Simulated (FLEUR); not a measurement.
# MoS2 (P-3m1) in FLEUR: convergence with lmax

Aim: find how far lmax must go before the results for MoS2 settle, at PBE. This setting moves, with any that are tied to it; all else stays.

All numbers are computed with FLEUR MaX-R8.1 (later development tree); they aren't measurements. Logs are shortened: lines on timing, memory, paths and dates and some standing lists are left out, and cuts for length are marked.

## 1. Starting point

It takes space group P-3m1 (No. 164, trigonal). The conventional cell has a = 3.227 Å, b = 3.227 Å, c = 6.312 Å, α = 90.00°, β = 90.00°, γ = 120.00°. Mo (site symmetry -3m) has 6 S at 2.42 Å as nearest neighbours. S (site symmetry 3m) has 3 Mo at 2.42 Å as nearest neighbours.

Measurements of this composition are mostly on another form, of space group No. 194.

## 2. With lmax 4

inp.xml reads:

```xml
<?xml version="1.0" encoding="UTF-8" standalone="no"?>
<fleurInput fleurInputVersion="0.39">
   <comment>
      MoS2                                                                                                
   </comment>
   <calculationSetup>
      <cutoffs Kmax="5.44" Gmax="16.9" GmaxXC="16.9" numbands="0"/>
      <scfLoop itmax="60" minDistance="0.00001" maxIterBroyd="15" imix="Anderson" alpha="0.05" precondParam="0.0" spinf="2.0" sdNocoIR="T"/>
      <coreElectrons ctail="T" frcor="F" kcrel="0" coretail_lmax="0"/>
      <xcFunctional name="pbe" relativisticCorrections="F"/>
      <magnetism jspins="1"/>
      <soc l_soc="F" theta="0.0" phi="0.0" spav="F"/>
      <expertModes spex="0" secvar="F"/>
      <geometryOptimization l_f="T" forcealpha="1.0" forcemix="BFGS" epsdisp="0.0005" epsforce="0.0002"/>
      <ldaU l_linMix="F" mixParam="0.05" spinf="1.0"/>
   </calculationSetup>
   <cell>
      <bzIntegration valenceElectrons="26.0" mode="hist" fermiSmearingEnergy="0.00183747">
         <kPointListSelection listName="default-1"/>
         <!-- k-points included here -->
         <xi:include xmlns:xi="http://www.w3.org/2001/XInclude" href="kpts.xml"> </xi:include>
      </bzIntegration>
      <!-- symmetry operations included here -->
      <xi:include xmlns:xi="http://www.w3.org/2001/XInclude" href="sym.xml"> </xi:include>
      <bulkLattice scale="1.0">
         <bravaisMatrix>
            <row-1>    6.0990240982762058     0.0000000000000000     0.0000000000000000</row-1>
            <row-2>   -3.0495120491381029     5.2819098072880326     0.0000000000000000</row-2>
            <row-3>    0.0000000000000000     0.0000000000000000    11.9288459326171079</row-3>
         </bravaisMatrix>
      </bulkLattice>
   </cell>
   <atomSpecies>
      <species name="Molybdenum (Mo)" element="Mo" atomicNumber="42">
         <mtSphere radius="2.4" gridPoints="801" logIncrement="0.016"/>
         <atomicCutoffs lmax="4" lnonsphr="3"/>
         <electronConfig flipSpins="F">
            <coreConfig>(1s1/2) (2s1/2) (2p1/2) (2p3/2) (3s1/2) (3p1/2) (3p3/2) (3d3/2) (3d5/2)</coreConfig>
            <valenceConfig>(4s1/2) (4p1/2) (4p3/2) (5s1/2) (4d3/2) (4d5/2)</valenceConfig>
            <stateOccupation state="(5s1/2)" spinUp="0.500000" spinDown="0.500000"/>
            <stateOccupation state="(4d3/2)" spinUp="1.000000" spinDown="1.000000"/>
            <stateOccupation state="(4d5/2)" spinUp="1.500000" spinDown="1.500000"/>
         </electronConfig>
         <energyParameters s="5" p="5" d="4" f="4"/>
         <lo type="SCLO" l="0" n="4" eDeriv="0"/>
         <lo type="SCLO" l="1" n="4" eDeriv="0"/>
         <lo type="SCLO" l="1" n="4" eDeriv="1"/>
         <lo type="SCLO" l="2" n="4" eDeriv="2"/>
         <lo type="SCLO" l="3" n="4" eDeriv="2"/>
      </species>
      <species name="Sulfur (S)" element="S" atomicNumber="16">
         <mtSphere radius="1.8" gridPoints="603" logIncrement="0.019"/>
         <atomicCutoffs lmax="4" lnonsphr="3"/>
         <electronConfig flipSpins="F">
            <coreConfig>(1s1/2) (2s1/2) (2p1/2) (2p3/2)</coreConfig>
            <valenceConfig>(3s1/2) (3p1/2) (3p3/2)</valenceConfig>
            <stateOccupation state="(3p1/2)" spinUp="0.666667" spinDown="0.666667"/>
            <stateOccupation state="(3p3/2)" spinUp="1.333333" spinDown="1.333333"/>
         </electronConfig>
         <energyParameters s="3" p="3" d="3" f="4"/>
         <lo type="SCLO" l="0" n="3" eDeriv="2"/>
         <lo type="SCLO" l="1" n="3" eDeriv="2"/>
         <lo type="SCLO" l="2" n="3" eDeriv="2"/>
         <lo type="SCLO" l="3" n="4" eDeriv="2"/>
      </species>
   </atomSpecies>
   <atomGroups>
      <atomGroup species="Molybdenum (Mo)">
         <relPos label="                   1">.0000000000 .0000000000 1.000/2.000</relPos>
         <force calculate="T" relaxXYZ="TTT"/>
      </atomGroup>
      <atomGroup species="Sulfur (S)">
         <relPos label="                   2">-1.000/3.000 1.000/3.000 -.2553193200</relPos>
         <relPos label="                   3">1.000/3.000 -1.000/3.000 .2553193200</relPos>
         <force calculate="T" relaxXYZ="TTT"/>
      </atomGroup>
   </atomGroups>
   <output dos="F" band="F" slice="F">
      <checks vchk="F" cdinf="F"/>
      <bandDOS minEnergy="-.5*Htr" maxEnergy="0.5*Htr" sigma="0.015" storeEVData="T"/>
      <vacuumDOS vacdos="F" integ="F" star="F" nstars="0" locx1="0.0" locy1="0.0" locx2="0.0" locy2="0.0" nstm="0" tworkf="0.0"/>
      <unfoldingBand unfoldBand="F" supercellX="1" supercellY="1" supercellZ="1"/>
      <plotting iplot="0" polar="F">
         <plot TwoD="T" vec1="  1.0  0.0  0.0" vec2="  0.0  1.0  0.0" vec3="  0.0  0.0  1.0" zero="  0.0  0.0  0.0" file="plot"/>
      </plotting>
      <chargeDensitySlicing numkpt="0" minEigenval="0.0" maxEigenval="0.0" nnne="0" pallst="F"/>
      <specialOutput eonly="F"/>
      <moessbauerParams electricFieldGradient="T" isomerShift="T" coreHyperfine="T" valenceHyperfine="T"/>
      <magneticCircularDichroism mcd="F" energyLo="-10.0" energyUp="0.0"/>
   </output>
  <!-- We include the file relax.xml here to enable relaxations (see documentation) -->
  <xi:include xmlns:xi="http://www.w3.org/2001/XInclude" href="relax.xml"> <xi:fallback/> </xi:include>
</fleurInput>
```

crystal.txt reads:

```
MoS2
&input cartesian=F /
3.2274645616  0.0000000000  0.0000000000
-1.6137322808  2.7950663001  0.0000000000
0.0000000000  0.0000000000  6.3124734200
1.8897261246
1.0 1.0 1.0

3
42 0.0000000000  0.0000000000  0.5000000000
16 0.6666666667  0.3333333333  0.7446806800
16 0.3333333333  0.6666666667  0.2553193200

&kpt div1=7 div2=7 div3=3 gamma=T /
```

Potentials or basis: all-electron, FLAPW.

The run is started by

```bash
inpgen -f crystal.txt -profile fastHighL
# inp.xml edited to the form shown
fleur_MPI
```

Wall time 10 s (1 thread of Arm Neoverse V2, shared host); peak memory 0.09 GiB.

No converged result was reached.

## 3. With lmax 5

Changes to inp.xml since step 2:

```diff
@@ -35,3 +35,3 @@
          <mtSphere radius="2.4" gridPoints="801" logIncrement="0.016"/>
-         <atomicCutoffs lmax="4" lnonsphr="3"/>
+         <atomicCutoffs lmax="5" lnonsphr="3"/>
          <electronConfig flipSpins="F">
@@ -52,3 +52,3 @@
          <mtSphere radius="1.8" gridPoints="603" logIncrement="0.019"/>
-         <atomicCutoffs lmax="4" lnonsphr="3"/>
+         <atomicCutoffs lmax="5" lnonsphr="3"/>
          <electronConfig flipSpins="F">
```

crystal.txt is that of step 2.

Potentials or basis: all-electron, FLAPW.

The run is started by

```bash
inpgen -f crystal.txt -profile fastHighL
# inp.xml edited to the form shown
fleur_MPI
```

Wall time 10 s (1 thread of Arm Neoverse V2, shared host); peak memory 0.09 GiB.

No converged result was reached.

## 4. With lmax 6

Changes to inp.xml since step 3:

```diff
@@ -35,3 +35,3 @@
          <mtSphere radius="2.4" gridPoints="801" logIncrement="0.016"/>
-         <atomicCutoffs lmax="5" lnonsphr="3"/>
+         <atomicCutoffs lmax="6" lnonsphr="4"/>
          <electronConfig flipSpins="F">
@@ -52,3 +52,3 @@
          <mtSphere radius="1.8" gridPoints="603" logIncrement="0.019"/>
-         <atomicCutoffs lmax="5" lnonsphr="3"/>
+         <atomicCutoffs lmax="6" lnonsphr="4"/>
          <electronConfig flipSpins="F">
```

crystal.txt is that of step 3.

The run is started by

```bash
inpgen -f crystal.txt -profile fastHighL
# inp.xml edited to the form shown
fleur_MPI
```

It took 3.3 min on 1 thread of Arm Neoverse V2, shared host; peak memory 0.1 GiB.

What came out:

| Quantity | Value |
| --- | --- |
| Free energy | -131922.2309 eV |
| Largest force | 0.235 eV/Å |
| Band gap on the k mesh | none (metal or under the smearing width) |
| Valence electrons inside the program's atomic spheres | Mo 11.92; S 3.21 (radii Mo 2.4, S 1.8 bohr) |

## 5. With lmax 7

Changes to inp.xml since step 4:

```diff
@@ -35,3 +35,3 @@
          <mtSphere radius="2.4" gridPoints="801" logIncrement="0.016"/>
-         <atomicCutoffs lmax="6" lnonsphr="4"/>
+         <atomicCutoffs lmax="7" lnonsphr="5"/>
          <electronConfig flipSpins="F">
@@ -52,3 +52,3 @@
          <mtSphere radius="1.8" gridPoints="603" logIncrement="0.019"/>
-         <atomicCutoffs lmax="6" lnonsphr="4"/>
+         <atomicCutoffs lmax="7" lnonsphr="5"/>
          <electronConfig flipSpins="F">
```

crystal.txt is that of step 4.

The run is started by

```bash
inpgen -f crystal.txt -profile fastHighL
# inp.xml edited to the form shown
fleur_MPI
```

It took 3.2 min on 1 thread of Arm Neoverse V2, shared host; peak memory 0.1 GiB.

Results:

| Quantity | Value |
| --- | --- |
| Free energy | -131922.2028 eV |
| Largest force | 0.308 eV/Å |
| Band gap on the k mesh | none (metal or under the smearing width) |
| Valence electrons inside the program's atomic spheres | Mo 11.92; S 3.21 (radii Mo 2.4, S 1.8 bohr) |

## 6. With lmax 8

Changes to inp.xml since step 5:

```diff
@@ -35,3 +35,3 @@
          <mtSphere radius="2.4" gridPoints="801" logIncrement="0.016"/>
-         <atomicCutoffs lmax="7" lnonsphr="5"/>
+         <atomicCutoffs lmax="8" lnonsphr="6"/>
          <electronConfig flipSpins="F">
@@ -52,3 +52,3 @@
          <mtSphere radius="1.8" gridPoints="603" logIncrement="0.019"/>
-         <atomicCutoffs lmax="7" lnonsphr="5"/>
+         <atomicCutoffs lmax="8" lnonsphr="6"/>
          <electronConfig flipSpins="F">
```

crystal.txt is that of step 5.

Potentials or basis: all-electron, FLAPW.

The run is started by

```bash
inpgen -f crystal.txt -profile fastHighL
# inp.xml edited to the form shown
fleur_MPI
```

Run time: 3.4 min. Hardware: 1 thread of Arm Neoverse V2, shared host; peak memory 0.11 GiB.

What came out:

- Free energy: -131922.2281 eV
- Largest force: 0.279 eV/Å
- Band gap on the k mesh: none (metal or under the smearing width)
- Valence electrons inside the program's atomic spheres: Mo 11.92; S 3.21 (radii Mo 2.4, S 1.8 bohr)

## 7. With lmax 10

Changes to inp.xml since step 6:

```diff
@@ -35,3 +35,3 @@
          <mtSphere radius="2.4" gridPoints="801" logIncrement="0.016"/>
-         <atomicCutoffs lmax="8" lnonsphr="6"/>
+         <atomicCutoffs lmax="10" lnonsphr="8"/>
          <electronConfig flipSpins="F">
@@ -52,3 +52,3 @@
          <mtSphere radius="1.8" gridPoints="603" logIncrement="0.019"/>
-         <atomicCutoffs lmax="8" lnonsphr="6"/>
+         <atomicCutoffs lmax="10" lnonsphr="8"/>
          <electronConfig flipSpins="F">
```

crystal.txt is that of step 6.

The run is started by

```bash
inpgen -f crystal.txt -profile fastHighL
# inp.xml edited to the form shown
fleur_MPI
```

It took 4.3 min on 1 thread of Arm Neoverse V2, shared host; peak memory 0.11 GiB.

Results:

- Free energy: -131922.2339 eV
- Largest force: 0.272 eV/Å
- Band gap on the k mesh: none (metal or under the smearing width)
- Valence electrons inside the program's atomic spheres: Mo 11.92; S 3.21 (radii Mo 2.4, S 1.8 bohr)

## 8. With lmax 12

Changes to inp.xml since step 7:

```diff
@@ -35,3 +35,3 @@
          <mtSphere radius="2.4" gridPoints="801" logIncrement="0.016"/>
-         <atomicCutoffs lmax="10" lnonsphr="8"/>
+         <atomicCutoffs lmax="12" lnonsphr="8"/>
          <electronConfig flipSpins="F">
@@ -52,3 +52,3 @@
          <mtSphere radius="1.8" gridPoints="603" logIncrement="0.019"/>
-         <atomicCutoffs lmax="10" lnonsphr="8"/>
+         <atomicCutoffs lmax="12" lnonsphr="8"/>
          <electronConfig flipSpins="F">
```

crystal.txt is that of step 7.

Potentials or basis: all-electron, FLAPW.

The run is started by

```bash
inpgen -f crystal.txt -profile fastHighL
# inp.xml edited to the form shown
fleur_MPI
```

The log of the run:

```text
Welcome to FLEUR        (www.flapw.de)
      MaX-Release 8.1          (www.max-centre.eu)

 ========== k-point set info ==========
 Selected k-point list: default-1
 k-point list type: mesh
 7 x 7 x 3
 Number of k points: 20

 ------------Calculation Setup---------------------------
 Number of MPI-tasks      :            1
 Number of PE/node        :            1
 Number of OMP-threads    :            1
 Most efficient MPI parallelization for:
           1           2           4           5          10          20
 Additional eigenvalue parallelization possible
 Number of basis functions:         1160
 Approximate size of matrices (H+S) per k-point:         0.020 GB
 --------------------------------------------------------
 Iteration:     1   Distance:      15.57124836 me/bohr^3
 Iteration:     2   Distance:      12.80918665 me/bohr^3
 Iteration:     3   Distance:       5.93229048 me/bohr^3
 Iteration:     4   Distance:      11.36155427 me/bohr^3
 Iteration:     5   Distance:       3.65126558 me/bohr^3
 Iteration:     6   Distance:       2.09607106 me/bohr^3
 Iteration:     7   Distance:       1.00330831 me/bohr^3
 Iteration:     8   Distance:       0.23141988 me/bohr^3
 Iteration:     9   Distance:       0.08406842 me/bohr^3
 Iteration:    10   Distance:       0.02591270 me/bohr^3
 Iteration:    11   Distance:       0.01203085 me/bohr^3
 Iteration:    12   Distance:       0.00762780 me/bohr^3
 Iteration:    13   Distance:       0.00505559 me/bohr^3
 Iteration:    14   Distance:       0.00195289 me/bohr^3
 Iteration:    15   Distance:       0.00122101 me/bohr^3
 Iteration:    16   Distance:       0.00083939 me/bohr^3
 Iteration:    17   Distance:       0.00027293 me/bohr^3
 Iteration:    18   Distance:       0.00010545 me/bohr^3
 Iteration:    19   Distance:       0.00002960 me/bohr^3
 Iteration:    20   Distance:       0.00001206 me/bohr^3
 Iteration:    21   Distance:       0.00000532 me/bohr^3
 Reset of history

 ********************************************************************
 Run finished successfully
 Stop message:
   Structural relaxation: new displacements generated
 ********************************************************************
```

Run time: 4.8 min. Hardware: 1 thread of Arm Neoverse V2, shared host; peak memory 0.11 GiB.

Results:

* Free energy: -131922.2338 eV
* Largest force: 0.272 eV/Å
* Band gap on the k mesh: none (metal or under the smearing width)
* Valence electrons inside the program's atomic spheres: Mo 11.92; S 3.21 (radii Mo 2.4, S 1.8 bohr)

## 9. Result

```
lmax  energy less the tightest run, at zero smearing (meV/atom)  largest force (eV/Å)  SCF cycles  CPU time (s)  peak memory (GiB)
   4                                              not converged                     -           -             -                  -
   5                                              not converged                     -           -             -                  -
   6                                                       0.96                 0.235          22           200                0.1
   7                                                      10.34                 0.308          22           190                0.1
   8                                                       1.92                 0.279          22           200               0.11
  10                                                      -0.01                 0.272          22           260               0.11
  12                                                       0.00                 0.272          22           290               0.11
```

Against the tightest run, the energy stays within 1 meV/atom from 10 on; the largest force stays within 0.005 eV/Å from 10 on. The tightest run that finished is the yardstick and may itself not be fully converged.
